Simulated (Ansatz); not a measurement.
# Al3Ru2 (I4/mmm) in Ansatz: further runs

Aim: see how the results for Al3Ru2 move with the level of theory and the settings. Levels: LDA, r2SCAN. Tasks: relaxation of cell and atoms.

Program: Ansatz 0.2.0. These are calculated values, not measurements. Logs are shortened: lines on timing, memory, paths and dates and some standing lists are left out, and cuts for length are marked.

### 1 Starting point

The structure is tetragonal, space group I4/mmm (No. 139). Conventional cell: a = 3.078 Å, b = 3.078 Å, c = 14.286 Å, α = 90.00°, β = 90.00°, γ = 90.00°. Around Ru (site symmetry 4mm) lie 9 Al at 2.51 to 2.86 Å. Around Al (site symmetry 4mm) lie 5 Ru at 2.51 to 2.86 Å and 5 Al at 2.70 to 2.77 Å. Around Al (site symmetry 4/mmm) lie 8 Ru at 2.65 Å and 2 Al at 2.77 Å.

The cell comes from a database or a generator and needn't be the stable form of this composition.

### 2 Relaxation of cell and atoms, LDA

File input.yaml:

```yaml
crystal:
  lattice:
    - [-1.538900875, 1.538900875, 7.14310203]
    - [1.538900875, -1.538900875, 7.14310203]
    - [1.538900875, 1.538900875, -7.14310203]
  atoms:
    - { symbol: Ru, position: [0.39413143, 0.39413143, 0.0] }
    - { symbol: Ru, position: [0.60586857, 0.60586857, 0.0] }
    - { symbol: Al, position: [0.19381538, 0.19381538, 0.0] }
    - { symbol: Al, position: [0.80618462, 0.80618462, 0.0] }
    - { symbol: Al, position: [0.0, 0.0, 0.0] }
hamiltonian:
  xc: lda
  pseudopotentials: { kind: paw }
kpoints:
  mp_grid: { grid: [12, 12, 12] }
scf:
  occupations: { method: fermi_dirac, width: 0.05 }
output:
  forces: true
  stress: true
  eigenvalues: true
  write_density: true
  write_potential: true
  elf: true
  volumetric_format: npy
relax:
  f_tol: 0.01
  max_steps: 40
  cell: { stress_tol: 0.05 }
```

Potentials or basis: Ansatz PAW.

The run is started by

```console
ansatz run input.yaml --threads 2 --pin off --max-ram 5632MiB --backend cpu --events-out ev --progress --plain --runs-dir out
```

The program printed:

```text
Warning: RAYON_NUM_THREADS=2 ignored (pool sized by the plan → 2); use --threads N
basis.fft_grid_basis auto: the FFT boxes are laid along the combinations [[1, -1, 0], [0, 1, 0], [1, 0, 1]] of the cell's own vectors, 4.353, 7.467 and 3.078 Å long. The dense box has 30×50×24 points. Along the cell's own vectors, as sized, it would have 50×50×50, 3.47 times as many. Of the 16 symmetry operations that the crystal satisfies within crystal.symmetry.tolerance (time reversal apart; of a slab, those that keep its plane) the dense box along the cell's own vectors carries 16, and the one as laid loses 14 of those. basis.fft_grid_basis: typed keeps the cell's own vectors: state it where this run's energies or levels are differenced outside the engine with another run's, or held beside a run that keeps those vectors. Those combinations have planes normal to reciprocal vector 3, as the cell's own vectors have. Each planar average written beside output.write_density, output.write_potential has a row for each plane of the box: 24. The volumetric files lie along those combinations, not along the cell's own vectors: a cube or XSF file states them, and fields.json those of NumPy files.
Engine: ansatz 0.2.0, aarch64-unknown-linux-gnu
Pseudopotentials: kind: paw
Pseudopotential: Ru, paw, valence charge 16, recommended cutoff 420 eV (normal), Ru.paw.azcp
Pseudopotential: Al, paw, valence charge 3, recommended cutoff 420 eV (normal), Al.paw.azcp
Functional definition: SPW92
  exchange = slater_x
  correlation = pw_c
Crystal: 5 atoms, lattice volume = 67.666 Å³
Basis set: ecut = 420 eV, 1331 PW (Γ), FFT grids on a1−a2, a2, a1+a3
Bands: 26, of which v1, the nominal top of the filled ones, is band 21 counted from 1 (20 counted from 0)
Symmetry: 16 space group operations
Space group: I4/mmm (ITA 139), of the structure as read, at distance tolerance 4.1e-5 Å
k-points: 163 of 1728
Non-local potential: Ru, projectors of the file, l = 0: 3, l = 1: 2, l = 2: 2, l = 3: 1
Non-local potential: Al, projectors of the file, l = 0: 2, l = 1: 2, l = 2: 1
PAW form: soft (Blöchl's): semilocal exchange-correlation on the pseudo side does not see the compensation charge
PAW frozen core: Ru, regenerated for the run's functional, and the local potential with it (the file was generated under x = pbe(κ = 0.804, μ = 0.2195149727645171), c = pbe(β = 0.06672455060314922))
PAW frozen core: Al, regenerated for the run's functional, and the local potential with it (the file was generated under x = pbe(κ = 0.804, μ = 0.2195149727645171), c = pbe(β = 0.06672455060314922))
PAW one-centre angular grid: Ru, 590 points (default); XC on 64 Gauss nodes
PAW one-centre angular grid: Al, 110 points (default); XC on 64 Gauss nodes
Initial density: superposition of atomic densities (neutral atoms: chi_scale 0, normalization atom), corrected by the library's trained network
Initial wavefunctions: pseudopotential atomic-orbital guess
Functional: x = slater, c = lda
SCF iter   1: F=—  HF=-13058.645983 eV  |F-HF|=—  |Δ(HF+E_count)|=         —  Δρ=4.64e-3  dr2=2.43e-2  ethr=1.77e-3  ⟨swp⟩=6.8  Hψ=20046  notcnv=0
preconditioner: auto → Kerker (q_TF=auto, 2.510 Å⁻¹)  [metal: Δε(μ)=0.019 eV  Ē_g=6.584 eV  σ=0.050 eV  W_gap=0.09  n_scr=20 (ndim 8)  ℏωp=22.6 eV  f_vac=0.000  D(μ)=1.66/eV (n_scr^D=12)]
SCF iter   2: F=—  HF=-13058.644031 eV  |F-HF|=—  |Δ(HF+E_count)|=   1.95e-3  Δρ=2.71e-3  dr2=9.59e-3  ethr=5.92e-5  ⟨swp⟩=1.0  Hψ=5547  notcnv=0
SCF iter   3: F=—  HF=-13058.642661 eV  |F-HF|=—  |Δ(HF+E_count)|=   1.37e-3  Δρ=3.83e-4  dr2=1.08e-4  ethr=2.34e-5  ⟨swp⟩=2.0  Hψ=5477  notcnv=0
SCF iter   4: F=—  HF=-13058.642632 eV  |F-HF|=—  |Δ(HF+E_count)|=   2.87e-5  Δρ=9.60e-5  dr2=1.16e-5  ethr=2.63e-7  ⟨swp⟩=2.1  Hψ=7160  notcnv=0
SCF iter   5: F=—  HF=-13058.642630 eV  |F-HF|=—  |Δ(HF+E_count)|=   2.84e-6  Δρ=3.46e-5  dr2=1.40e-6  ethr=2.82e-8  ⟨swp⟩=1.8  Hψ=5015  notcnv=0
SCF iter   6: F=-13058.642629 eV  HF=-13058.642629 eV  |F-HF|=2.00e-8  |Δ(HF+E_count)|=   2.63e-7  Δρ=8.90e-6  dr2=3.61e-8  ethr=2.44e-10  ⟨swp⟩=8.9  Hψ=28527  notcnv=0
SCF 1 converged in 6 iterations: F = -13058.642629 eV  dr2 = 3.61e-8
[... 66 lines left out ...]
  E_band       = -256.387794
  E_kinetic    = 1115.785237
  E_local      = -4053.574831  (includes V_loc(G=0)·N_el)
  E_nonlocal   = 732.322932
  E_hartree    = 1494.135396
  E_xc         = -503.631942
  E_vxc        = -574.134505  (∫ρ·V_xc dr)
  E_paw        = -8015.326847  (= ΣΔE_a)
  E_vpaw       = -465.056963  (= ΣTr[D̂ρ^β])
  E_aug_tail   = -0.000456  (compensation charges beyond the density's cutoff)
  E_ewald      = -3829.683043
  E_core_change = 1.310520  (= ΣΔE_core)
  E_smearing   = -0.012858  (= −TS)
  E_closure    = -0.000000  (closes the sum)
  Σ components = -13058.675892   (vs F -13058.675892, Δ=0.00e0)
--- Forces (eV/Å), atoms counted from 1 ---
  atom   1  Ru    -0.00000000    -0.00000000    -0.00218785
  atom   2  Ru     0.00000000     0.00000000     0.00218785
  atom   3  Al     0.00000000     0.00000000    -0.00118782
  atom   4  Al     0.00000000     0.00000000     0.00118782
  atom   5  Al     0.00000000     0.00000000     0.00000000
  max |Σ_I F_I| component: 6.07e-18 eV/Å
--- Stress (GPa, compression-positive) ---
       -0.049400      -0.000000       0.000000
       -0.000000      -0.049400       0.000000
        0.000000       0.000000       0.001491
  P = ⅓ Tr σ = -0.0324 GPa (-0.324 kbar)
--- Band table (eV; the first three rows and the last of 163) ---
  k-point 0: bands = ["-56.7590", "-56.7509", "-26.8917", "-26.8198", "-26.8198", "-26.8107", "-26.8107", "-26.7832", "4.5067", "7.5030", "7.6839", "11.1581", "11.3675", "11.6461", "13.4426", "13.5555", "13.5555", "14.1145", "14.1145", "14.7543", "14.9029", "18.4765", "19.7099", "20.5099", "20.5099", "21.0592"]
  k-point 1: bands = ["-56.7573", "-56.7492", "-26.8889", "-26.8312", "-26.8302", "-26.8217", "-26.8210", "-26.7810", "4.7477", "7.6451", "7.9475", "11.2522", "11.4613", "11.7184", "13.3366", "13.3636", "13.6371", "13.9152", "14.0214", "14.4199", "14.6120", "18.7645", "19.3518", "19.8410", "19.9546", "20.6717"]
  k-point 2: bands = ["-56.7528", "-56.7447", "-26.8814", "-26.8615", "-26.8587", "-26.8511", "-26.8490", "-26.7751", "5.4462", "8.0469", "8.6743", "11.4967", "11.7179", "11.8473", "12.8292", "13.1845", "13.5291", "13.5350", "13.6328", "13.9159", "14.0380", "18.3106", "18.7483", "19.8516", "20.0222", "20.0511"]
  k-point 162: bands = ["-56.7589", "-56.7509", "-26.8898", "-26.8199", "-26.8199", "-26.8106", "-26.8106", "-26.7852", "4.9964", "5.7838", "9.5735", "10.8372", "11.2748", "11.7576", "12.9869", "13.3354", "13.3354", "14.4603", "14.4603", "14.7710", "14.8853", "17.4604", "19.3816", "19.3816", "20.7435", "22.1312"]
--- Relaxed structure (4 steps of the walk, 4 accepted, 1 SCFs on fresh bases) ---
  F+E_penalty+E_count = -13058.67589228 eV   max|allowed force component| = 2.188e-3 eV/Å   (the final SCF, on the basis selected at the relaxed cell)
  cell:  # Å, volume = 65.7878 Å³
    - [-1.5247507638128537, 1.5247507638128537, 7.074371039725456]
    - [1.5247507638128537, -1.5247507638128537, 7.074371039725456]
    - [1.5247507638128537, 1.5247507638128537, -7.074371039725456]
  atoms:
    - { symbol: Ru, position: [0.39448878211292343, 0.39448878211292343, 1.9151019267277296e-35] }
    - { symbol: Ru, position: [0.6055112178870766, 0.6055112178870766, 1.9182507687094767e-35] }
    - { symbol: Al, position: [0.19378911952951233, 0.19378911952951233, -2.925577157530364e-37] }
    - { symbol: Al, position: [0.8062108804704878, 0.8062108804704878, 1.0363516439130603e-35] }
    - { symbol: Al, position: [1.2228026024831045e-19, 1.2228026024831047e-19, 1.4733200433497893e-35] }
```

v_z.tsv:

```text
# z_ang	v_es[eV]	v_tot[eV]
# format = ansatz-planar-average/11
# xc	lda
# density_cutoff_ev	1680
# datasets	Ru=:simpson_from_first_knot:soft:shift=-1722341	Al=:simpson_from_first_knot:soft:shift=-2310594
# lattice	-1.524750764	1.524750764	7.074371040
# lattice	1.524750764	-1.524750764	7.074371040
# lattice	1.524750764	1.524750764	-7.074371040
# sites	5
# site	44	0.000000000	0.000000000	5.581520031
# site	44	0.000000000	0.000000000	8.567222048
# site	13	-0.000000000	0.000000000	2.741872270
# site	13	-0.000000000	0.000000000	11.406869809
# site	13	0.000000000	-0.000000000	0.000000000
0.000000	-1.378979e0	-1.534319e1
0.308154	-1.159676e0	-1.506595e1
0.616309	-5.129351e-1	-1.424457e1
0.924463	5.326521e-1	-1.291107e1
1.232618	1.939931e0	-1.111989e1
1.540772	3.662891e0	-8.951792e0
[... 16 lines left out ...]
6.779396	-5.129351e-1	-1.424457e1
7.087551	-1.159676e0	-1.506595e1
```

It took 42 s on 2 threads of Arm Neoverse V2, shared host; peak memory 0.51 GiB.

Results:

* Free energy: -13058.6759 eV
* Relaxed volume: 13.16 Å³/atom
* Relaxed cell: a = 7.396 Å, b = 7.396 Å, c = 7.396 Å, α = 156.20°, β = 156.20°, γ = 33.90°
* Space group after relaxing (to 0.05 Å): I4/mmm (No. 139)
* Energy gained by relaxing: 6.7 meV/atom
* Ionic steps: 5
* Pressure after relaxing: 0.0 GPa
* Band gap on the k mesh: none (metal or under the smearing width)

Forces in eV/Å, atoms in the order of the input:
```
Ru   0.000  0.000 -0.002
Ru   0.000  0.000  0.002
Al   0.000  0.000 -0.001
Al   0.000  0.000  0.001
Al   0.000  0.000  0.000
```

The path:
```csv
step,energy change (eV),largest force (eV/Å),volume (Å³)
1,0.0000,0.1066,67.67
2,-0.0310,0.1032,65.30
3,-0.0337,0.0155,65.81
4,-0.0338,0.0023,65.79
5,-0.0333,0.0022,65.79
```

Final structure:
```
Ru Al
1.0
    -1.52475    1.52475    7.07437
     1.52475   -1.52475    7.07437
     1.52475    1.52475   -7.07437
Ru Al
2 3
Direct
  0.39449 0.39449 0.00000
  0.60551 0.60551 0.00000
  0.19379 0.19379 0.00000
  0.80621 0.80621 0.00000
  0.00000 0.00000 0.00000
```

Caveat: the plane-wave basis is chosen anew once the cell has moved, so the energies of steps on either side of that aren't comparable; the PAW data sets come from PBE, with cores solved anew for the run's functional, which leaves a small shift of forces and pressure.

### 3 Relaxation of cell and atoms, r2SCAN

Changes to input.yaml since step 2:

```diff
@@ -12,3 +12,3 @@
 hamiltonian:
-  xc: lda
+  xc: r2scan
   pseudopotentials: { kind: paw }
```

Potentials or basis: Ansatz PAW.

The run is started by

```console
ansatz run input.yaml --threads 2 --pin off --max-ram 5632MiB --backend cpu --events-out ev --progress --plain --runs-dir out
```

The program printed:

```text
Warning: RAYON_NUM_THREADS=2 ignored (pool sized by the plan → 2); use --threads N
basis.fft_grid_basis auto: the FFT boxes are laid along the combinations [[1, -1, 0], [0, 1, 0], [1, 0, 1]] of the cell's own vectors, 4.353, 7.467 and 3.078 Å long. The dense box has 32×60×24 points. Along the cell's own vectors, as sized, it would have 60×60×60, 4.69 times as many. Of the 16 symmetry operations that the crystal satisfies within crystal.symmetry.tolerance (time reversal apart; of a slab, those that keep its plane) the dense box along the cell's own vectors carries 16, and the one as laid loses 14 of those. basis.fft_grid_basis: typed keeps the cell's own vectors: state it where this run's energies or levels are differenced outside the engine with another run's, or held beside a run that keeps those vectors. Those combinations have planes normal to reciprocal vector 3, as the cell's own vectors have. Each planar average written beside output.write_density, output.write_potential has a row for each plane of the box: 24. The volumetric files lie along those combinations, not along the cell's own vectors: a cube or XSF file states them, and fields.json those of NumPy files.
[... 2 set-up lines as earlier in the session ...]
Pseudopotential: Ru, paw, valence charge 16, recommended cutoff 500 eV (meta_gga), Ru.paw.azcp
Pseudopotential: Al, paw, valence charge 3, recommended cutoff 500 eV (meta_gga), Al.paw.azcp
Functional definition: r2SCAN
  parameter k0 = 0.174
  parameter k1 = 0.065
  parameter a1 = 4.9479
  exchange = r2scan_x(k0 = k0, k1 = k1, a1 = a1)
  correlation = r2scan_c
Crystal: 5 atoms, lattice volume = 67.666 Å³
Basis set: ecut = 500 eV, 1735 PW (Γ), FFT grids on a1−a2, a2, a1+a3, exchange–correlation on 128×240×96 points (64 copies of the dense FFT grid, shifted against one another)
Bands: 26, of which v1, the nominal top of the filled ones, is band 21 counted from 1 (20 counted from 0)
[... 2 set-up lines as earlier in the session ...]
k-points: 163 of 1728
[... 3 set-up lines as earlier in the session ...]
PAW frozen core: Ru, regenerated for the run's functional (the file was generated under x = pbe(κ = 0.804, μ = 0.2195149727645171), c = pbe(β = 0.06672455060314922))
PAW frozen core: Al, regenerated for the run's functional (the file was generated under x = pbe(κ = 0.804, μ = 0.2195149727645171), c = pbe(β = 0.06672455060314922))
PAW one-centre angular grid: Ru, 590 points (default); XC on 160 Gauss nodes
PAW one-centre angular grid: Al, 302 points (default); XC on 160 Gauss nodes
[... 59 lines left out ...]
  E_xc         = -484.093935
  E_vxc        = -636.140607  (∫ρ·V_xc dr)
  E_paw        = -8379.587418  (= ΣΔE_a)
  E_vpaw       = -470.335092  (= ΣTr[D̂ρ^β])
  E_aug_tail   = 0.000176  (compensation charges beyond the density's cutoff)
  E_vtau       = 42.523966  (kinetic-family band-sum trace: ∫τ·v_τ [+ j·A + Jᵃ·Aᵃ] dr)
  E_ewald      = -3795.887779
  E_core_change = -0.802235  (= ΣΔE_core)
  E_smearing   = -0.010811  (= −TS)
  E_closure    = -0.000000  (closes the sum)
  Σ components = -13406.482998   (vs F -13406.482998, Δ=0.00e0)
--- Forces (eV/Å), atoms counted from 1 ---
  atom   1  Ru     0.00000000     0.00000000    -0.00124161
  atom   2  Ru     0.00000000     0.00000000     0.00124161
  atom   3  Al     0.00000000    -0.00000000     0.00182444
  atom   4  Al     0.00000000     0.00000000    -0.00182444
  atom   5  Al     0.00000000     0.00000000    -0.00000000
  max |Σ_I F_I| component: 2.60e-18 eV/Å
--- Stress (GPa, compression-positive) ---
        0.004594       0.000000       0.000000
        0.000000       0.004594       0.000000
        0.000000       0.000000       0.023346
  P = ⅓ Tr σ = 0.0108 GPa (0.108 kbar)
--- Band table (eV; the first three rows and the last of 163) ---
  k-point 0: bands = ["-59.3512", "-59.3435", "-28.6432", "-28.5736", "-28.5736", "-28.5647", "-28.5647", "-28.5393", "3.7693", "6.8774", "7.1156", "10.8315", "11.1291", "11.4170", "13.1064", "13.1795", "13.1795", "13.7291", "13.7291", "14.3491", "14.4909", "18.3392", "19.6042", "20.4806", "20.4806", "21.0605"]
  k-point 1: bands = ["-59.3495", "-59.3419", "-28.6404", "-28.5848", "-28.5839", "-28.5755", "-28.5748", "-28.5370", "4.0183", "7.0303", "7.3875", "10.9266", "11.2149", "11.4736", "12.9571", "13.0137", "13.2638", "13.5343", "13.6535", "14.0197", "14.2068", "18.6035", "19.1688", "19.7227", "19.9525", "20.6301"]
  k-point 2: bands = ["-59.3450", "-59.3375", "-28.6328", "-28.6147", "-28.6118", "-28.6045", "-28.6024", "-28.5310", "4.7419", "7.4620", "8.1379", "11.1660", "11.4403", "11.5329", "12.4479", "12.8112", "13.1499", "13.1853", "13.2417", "13.5509", "13.6952", "18.0560", "18.6072", "19.7262", "19.9086", "19.9862"]
  k-point 162: bands = ["-59.3511", "-59.3435", "-28.6412", "-28.5737", "-28.5737", "-28.5646", "-28.5646", "-28.5412", "4.2558", "5.1330", "9.0818", "10.4623", "11.0257", "11.5422", "12.6487", "12.9566", "12.9566", "14.0712", "14.0712", "14.3650", "14.4743", "17.2425", "19.3416", "19.3416", "20.5695", "22.1635"]
--- Relaxed structure (3 steps of the walk, 3 accepted, 1 SCFs on fresh bases) ---
  F+E_penalty+E_count = -13406.48299825 eV   max|allowed force component| = 1.824e-3 eV/Å   (the final SCF, on the basis selected at the relaxed cell)
  cell:  # Å, volume = 67.5879 Å³
    - [-1.537580066711223, 1.537580066711223, 7.147155775653317]
    - [1.537580066711223, -1.537580066711223, 7.147155775653317]
    - [1.537580066711223, 1.537580066711223, -7.147155775653317]
  atoms:
    - { symbol: Ru, position: [0.39439829818515604, 0.39439829818515604, 1.3780782731205968e-36] }
    - { symbol: Ru, position: [0.605601701814844, 0.605601701814844, 4.220192435481809e-36] }
    - { symbol: Al, position: [0.1939271206095212, 0.1939271206095212, -3.4179179858916936e-36] }
    - { symbol: Al, position: [0.8060728793904789, 0.8060728793904789, -3.572111966229937e-36] }
    - { symbol: Al, position: [-1.517831003858002e-21, -1.5178310038580041e-21, 1.686587855514483e-36] }
```

Wall time 85 s (2 threads of Arm Neoverse V2, shared host); peak memory 0.77 GiB.

Results:

| Property | Result |
| --- | --- |
| Free energy | -13406.4830 eV |
| Relaxed volume | 13.52 Å³/atom |
| Relaxed cell | a = 7.471 Å, b = 7.471 Å, c = 7.471 Å, α = 156.25°, β = 156.25°, γ = 33.84° |
| Space group after relaxing (to 0.05 Å) | I4/mmm (No. 139) |
| Energy gained by relaxing | 0.1 meV/atom |
| Ionic steps | 4 |
| Pressure after relaxing | 0.0 GPa |
| Band gap on the k mesh | none (metal or under the smearing width) |

The path:
| step | energy change (eV) | largest force (eV/Å) | volume (Å³) |
| --- | --- | --- | --- |
| 1 | 0.0000 | 0.0633 | 67.67 |
| 2 | -0.0004 | 0.0155 | 67.55 |
| 3 | -0.0005 | 0.0020 | 67.59 |
| 4 | -0.0004 | 0.0018 | 67.59 |

Final structure:
```
CELL_PARAMETERS angstrom
-1.53758 1.53758 7.14716
1.53758 -1.53758 7.14716
1.53758 1.53758 -7.14716
ATOMIC_POSITIONS crystal
Ru 0.39440 0.39440 0.00000
Ru 0.60560 0.60560 0.00000
Al 0.19393 0.19393 0.00000
Al 0.80607 0.80607 0.00000
Al 0.00000 0.00000 0.00000
```

Caveat: the plane-wave basis is chosen anew once the cell has moved, so the energies of steps on either side of that aren't comparable; the PAW data sets come from PBE, with cores solved anew for the run's functional, which leaves a small shift of forces and pressure.
